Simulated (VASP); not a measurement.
# SiC in VASP: one cell, several levels of theory, part 2 of 2

VASP 6.6.1, plane waves, PAW. The steps go on from the part before.

### 3 r2SCAN

INCAR

```
ENCUT = 520.000000
SIGMA = 0.010000
EDIFF = 1.00e-07
ALGO = Normal
METAGGA = R2SCAN
PREC = Accurate
IBRION = -1
ISIF = 2
ISMEAR = 0
NBANDS = 16
NELM = 120
NSW = 0
LASPH = .TRUE.
LCHARG = .TRUE.
LELF = .TRUE.
LWAVE = .FALSE.
LREAL = .FALSE.
```

KPOINTS

```
KPOINTS created by Atomic Simulation Environment
0
Gamma
12 12 6
0 0 0
```

KPOINTS_OPT

```
special points
7
Reciprocal
0.0000000000 0.0000000000 0.0000000000 1
0.5000000000 0.0000000000 0.0000000000 1
0.3333333333 0.3333333333 0.0000000000 1
0.0000000000 0.0000000000 0.5000000000 1
0.5000000000 0.0000000000 0.5000000000 1
0.3333333333 0.3333333333 0.5000000000 1
0.0000000000 0.5000000000 0.0000000000 1
```

POSCAR

```
Si C
 1.0000000000000000
     3.1580835113739250    0.0000000000000000    0.0000000000000000
    -1.5790417556869625    2.7349805481225813    0.0000000000000000
     0.0000000000000000    0.0000000000000000    5.0268932654000000
 Si  C
   2   2
Cartesian
 -0.0000000000000000  1.8233203654150540  2.5048894552885170
  1.5790417556869623  0.9116601827075270  5.0183360879885166
 -0.0000000000000000  1.8233203654150540  4.4070887846364810
  1.5790417556869623  0.9116601827075270  1.8936421519364817
```

The run is started by

```sh
$ mpirun -np 1 vasp_std
```

Printed to the terminal (iteration lines stand in OSZICAR):

```text
POSCAR found type information on POSCAR SiC
 POSCAR found :  2 types and       4 ions
 -----------------------------------------------------------------------------
|                                                                             |
|                                                                             |
|     You enforced a specific xc type in the INCAR file but a different       |
|     I HOPE YOU KNOW WHAT YOU ARE DOING!                                     |
|                                                                             |
 -----------------------------------------------------------------------------

 LDA part: xc-table for (None), standard interpolation
 POSCAR, INCAR and KPOINTS ok, starting setup
 FFT: planning ... GRIDC
 FFT: planning ... GRID_SOFT
 FFT: planning ... GRID
 WAVECAR not read
 entering main loop
 Start KPOINTS_OPT (optional k-point list driver)
k-point batch [1-7\7]
```

OSZICAR:

```text
N       E                     dE             d eps       ncg     rms          rms(c)
DAV:   1     0.159886003757E+02    0.15989E+02   -0.72720E+03  2432   0.920E+02
DAV:   2    -0.417197916475E+02   -0.57708E+02   -0.53051E+02  3424   0.163E+02
DAV:   3    -0.443595464381E+02   -0.26398E+01   -0.26288E+01  3160   0.317E+01
DAV:   4    -0.443797403353E+02   -0.20194E-01   -0.20192E-01  3032   0.337E+00
DAV:   5    -0.443799389301E+02   -0.19859E-03   -0.19859E-03  3160   0.320E-01    0.123E+01
DAV:   6    -0.384115918318E+02    0.59683E+01   -0.54197E+00  3112   0.141E+01    0.690E+00
DAV:   7    -0.385035278194E+02   -0.91936E-01   -0.11102E+00  3472   0.612E+00    0.317E+00
DAV:   8    -0.385238694432E+02   -0.20342E-01   -0.22841E-02  2760   0.128E+00    0.499E-01
DAV:   9    -0.385249907718E+02   -0.11213E-02   -0.47169E-03  3416   0.493E-01    0.161E-01
DAV:  10    -0.385251972613E+02   -0.20649E-03   -0.45262E-04  2848   0.130E-01    0.475E-02
DAV:  11    -0.385251846010E+02    0.12660E-04   -0.68414E-05  3256   0.607E-02    0.459E-03
DAV:  12    -0.385251850438E+02   -0.44284E-06   -0.60367E-06  2848   0.167E-02    0.314E-03
DAV:  13    -0.385251847576E+02    0.28625E-06   -0.92296E-08  2768   0.220E-03    0.135E-03
DAV:  14    -0.385251847548E+02    0.28058E-08   -0.40986E-08  1576   0.127E-03
   1 F= -.38525185E+02 E0= -.38525185E+02  d E =-.411110E-22
       N       E                     dE             ncg
DAV:   1     0.178548536429E+04   -0.28664E+04      224
DAV:   2     0.140015658374E+04   -0.38533E+03      320
DAV:   3     0.138387215565E+04   -0.16284E+02      296
DAV:   4     0.138375058141E+04   -0.12157E+00      272
DAV:   5     0.138374922776E+04   -0.13536E-02      288
DAV:   6     0.138374920597E+04   -0.21791E-04      288
DAV:   7     0.138374920554E+04   -0.43003E-06      272
DAV:   8     0.138374920553E+04   -0.10615E-07      248
```

Parts of OUTCAR:

```text
k-points           NKPTS =     76   k-points in BZ     NKDIM =     76   number of bands    NBANDS=     16

   NELECT =      16.0000    total number of electrons

   dimension x,y,z NGX =    24 NGY =   24 NGZ =   40
   dimension x,y,z NGXF=    48 NGYF=   48 NGZF=   80

  energy-cutoff  :      520.00
  volume of cell :       43.42
      direct lattice vectors                 reciprocal lattice vectors
     3.158083511  0.000000000  0.000000000     0.316647738  0.182816657  0.000000000
    -1.579041756  2.734980548  0.000000000     0.000000000  0.365633313  0.000000000
     0.000000000  0.000000000  5.026893265     0.000000000  0.000000000  0.198930024

 k-points in reciprocal lattice and weights: KPOINTS created by Atomic Simulation Env
   0.00000000  0.00000000  0.00000000       0.001
   0.08333333 -0.00000000  0.00000000       0.007
   0.16666667  0.00000000  0.00000000       0.007
   0.25000000 -0.00000000  0.00000000       0.007
   0.33333333 -0.00000000  0.00000000       0.007
   0.41666667 -0.00000000  0.00000000       0.007
   0.50000000 -0.00000000  0.00000000       0.003
   0.08333333  0.08333333  0.00000000       0.007
[... 68 more k-points ...]

 E-fermi :   7.7306

 k-point     1 :       0.0000    0.0000    0.0000
  band No.  band energies     occupation
      1      -8.3634      2.00000
      2      -4.6832      2.00000
      3      -1.0233      2.00000
      4       6.0314      2.00000
      5       6.0314      2.00000
      6       7.5447      2.00000
      7       7.5447      2.00000
      8       7.6677      2.00000
      9      12.0418      0.00000
     10      14.0683      0.00000
     11      14.2359      0.00000
     12      14.2359      0.00000
     13      15.7911      0.00000
     14      16.7404      0.00000
     15      16.7404      0.00000
     16      19.2226      0.00000

 k-point     2 :       0.0833   -0.0000    0.0000
  band No.  band energies     occupation
      1      -8.2462      2.00000
      2      -4.5871      2.00000
      3      -0.9182      2.00000
      4       5.3497      2.00000
      5       5.8264      2.00000
      6       7.0647      2.00000
      7       7.4815      2.00000
      8       7.5720      2.00000
      9      12.5039      0.00000
     10      13.9794      0.00000
     11      14.4732      0.00000
     12      14.4854      0.00000
     13      15.8410      0.00000
     14      16.5576      0.00000
     15      17.0600      0.00000
     16      18.3813      0.00000

 k-point     3 :       0.1667    0.0000    0.0000
  band No.  band energies     occupation
      1      -7.8981      2.00000
      2      -4.3100      2.00000
      3      -0.6141      2.00000
      4       3.8879      2.00000
      5       5.3583      2.00000
      6       5.9329      2.00000
      7       7.2309      2.00000
      8       7.2711      2.00000
      9      12.4464      0.00000
     10      14.6174      0.00000
     11      14.9795      0.00000
     12      15.0522      0.00000
     13      15.1712      0.00000
     14      16.9868      0.00000
     15      17.5310      0.00000
     16      17.7728      0.00000

 k-point     4 :       0.2500   -0.0000    0.0000
  band No.  band energies     occupation
      1      -7.3321      2.00000
      2      -3.8987      2.00000
      3      -0.1716      2.00000
      4       2.3435      2.00000
      5       4.5496      2.00000
      6       4.8466      2.00000
      7       6.6220      2.00000
      8       6.9635      2.00000
      9      11.7104      0.00000
     10      13.9515      0.00000
     11      15.2218      0.00000
     12      15.3689      0.00000
     13      15.9871      0.00000
     14      17.2498      0.00000
     15      18.0576      0.00000
     16      18.6344      0.00000

 k-point     5 :       0.3333   -0.0000    0.0000
  band No.  band energies     occupation
      1      -6.5798      2.00000
      2      -3.4948      2.00000
      3       0.0531      2.00000
      4       1.4117      2.00000
      5       3.1630      2.00000
      6       4.4217      2.00000
      7       5.7775      2.00000
      8       6.6656      2.00000
      9      11.0583      0.00000
     10      13.0753      0.00000
     11      14.9982      0.00000
     12      15.2493      0.00000
     13      16.8934      0.00000
     14      17.9365      0.00000
     15      18.9416      0.00000
     16      20.0791      0.00000

 k-point     6 :       0.4167   -0.0000    0.0000
  band No.  band energies     occupation
      1      -5.7350      2.00000
      2      -3.4453      2.00000
      3      -0.2515      2.00000
      4       1.6692      2.00000
      5       2.0334      2.00000
      6       4.1479      2.00000
      7       4.8737      2.00000
      8       6.4587      2.00000
      9      10.6308      0.00000
     10      12.5732      0.00000
     11      14.7499      0.00000
     12      15.0563      0.00000
     13      17.6891      0.00000
     14      18.4142      0.00000
     15      19.3575      0.00000
     16      20.3121      0.00000

 k-point     7 :       0.5000   -0.0000    0.0000
  band No.  band energies     occupation
      1      -5.2179      2.00000
      2      -3.6961      2.00000
      3      -0.2294      2.00000
      4       1.3298      2.00000
      5       2.1514      2.00000
      6       4.0538      2.00000
      7       4.3902      2.00000
      8       6.3855      2.00000
      9      10.4823      0.00000
     10      12.4147      0.00000
     11      14.6555      0.00000
     12      14.9779      0.00000
     13      18.4852      0.00000
     14      18.5326      0.00000
     15      18.7159      0.00000
     16      20.6784      0.00000

 k-point     8 :       0.0833    0.0833    0.0000
  band No.  band energies     occupation
      1      -8.0135      2.00000
      2      -4.4002      2.00000
      3      -0.7131      2.00000
      4       4.4015      2.00000
      5       5.2948      2.00000
      6       6.4345      2.00000
      7       7.2453      2.00000
      8       7.3535      2.00000
      9      13.0260      0.00000
     10      13.6359      0.00000
     11      14.9272      0.00000
     12      15.0095      0.00000
     13      15.8687      0.00000
     14      16.2629      0.00000
     15      17.5889      0.00000
     16      18.1633      0.00000

[... the tables of k-points 9 to 76 left out ...]

  Total       -4.1508507     -4.1508507     -0.0203643      0.0000000      0.0000000      0.0000000
  in kB     -153.1687543   -153.1687543     -0.7514535      0.0000000      0.0000000      0.0000000
  external PRESSURE =    -102.3629874 kB  Pullay stress =       0.0000000 kB

 POSITION                                       TOTAL-FORCE (eV/Angst)
 -----------------------------------------------------------------------------------
      0.00000      1.82332      2.50489        -0.000000      0.000000     -0.001755
      1.57904      0.91166      5.01834         0.000000     -0.000000     -0.001755
      0.00000      1.82332      4.40709         0.000000     -0.000000      0.001755
      1.57904      0.91166      1.89364         0.000000      0.000000      0.001755
 -----------------------------------------------------------------------------------
    total drift:                                0.000000      0.000000      0.000270

  FREE ENERGIE OF THE ION-ELECTRON SYSTEM (eV)
  ---------------------------------------------------
  free  energy   TOTEN  =       -38.5251847548 eV

  energy  without entropy=      -38.5251847548  energy(sigma->0) =      -38.52518475
```

Run time: 2.2 min. Hardware: 1 MPI rank of Intel Xeon Platinum 8488C, shared host; peak memory 0.21 GiB.

The levels at the points of KPOINTS_OPT are read from vasprun.xml.

Near the gap, in eV above the top of the last filled band v; c is the band after it:

```
point    v−1      v     c   c+1
    Γ  -0.12   0.00  4.37  6.40
    M  -3.28  -1.28  2.81  4.75
    K  -4.13  -3.74  2.80  8.48
    A  -0.95  -0.95  5.61  5.61
    L  -2.29  -2.29  3.60  3.60
    H  -1.69  -1.69  5.54  5.54
```

The r2SCAN gap is 2.80 eV and indirect (Γ to K), with 4.10 eV as the least direct one. The pressure is -10.24 GPa; the forces vanish within 0.01 eV/Å.

### 4 What came out

This closing draws on all 2 parts.

| level | gap (eV) | pressure (GPa) |
| --- | --- | --- |
| PBE | 2.40 | -6.58 |
| r2SCAN | 2.80 | -10.24 |

**Reading.** The gap spans 2.40 eV (PBE) to 2.80 eV (r2SCAN). The pressure is highest with PBE (-6.6 GPa) and lowest with r2SCAN (-10.2 GPa), which orders the cells that they would relax to.
